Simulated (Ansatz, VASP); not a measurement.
**Two plane-wave programs on AlN**

```
Al N
1.0
     3.11100    0.00000    0.00000
    -1.55550    2.69421    0.00000
     0.00000    0.00000    4.97800
Al N
2 2
Direct
  0.33333 0.66667 0.97914
  0.66667 0.33333 0.47914
  0.33333 0.66667 0.42518
  0.66667 0.33333 0.92518
```

Change from the starting cell: mode 7 (584.8 1/cm) frozen in, largest displacement +0.200 Å.

Alike in both runs: task single point; functional PBE; k mesh 12 × 12 × 6; occupations gaussian, width 0.05 eV; no spin polarisation.

|  | VASP | Ansatz |
| --- | --- | --- |
| version | VASP 6.6.1 | Ansatz 0.2.0 |
| potentials or method | VASP PAW PBE potentials, release 64 (Al, N) | scalar-relativistic, plane waves, PAW |
| plane-wave cutoff (eV) | 520 | 420 |
| valence electrons in the cell | 16 | 16 |

VASP gave:

| Quantity | Value |
| --- | --- |
| gap on the k mesh at the Fermi level (eV) | 3.19 |
| least direct gap on the mesh (eV) | 3.19 |
| pressure (GPa) | 8.9 |
| largest component of the traceless stress (GPa) | 17.19 |
| rms of the force components (eV/Å) | 0.748 |

Question: Which values does Ansatz return?

Answer: gap on the k mesh at the Fermi level (eV): 3.18; least direct gap on the mesh (eV): 3.18; pressure (GPa): 9.1; largest component of the traceless stress (GPa): 17.25; rms of the force components (eV/Å): 0.748.

Atom by atom the forces differ by 0.001 eV/Å (rms over components). With one functional, cell and mesh, what is left measures potentials, basis and numerics.

Caveats: forces of over 1 eV/Å show positions far from the minimum, so gaps and moduli don't describe the material at rest. A k mesh can miss the band edges.
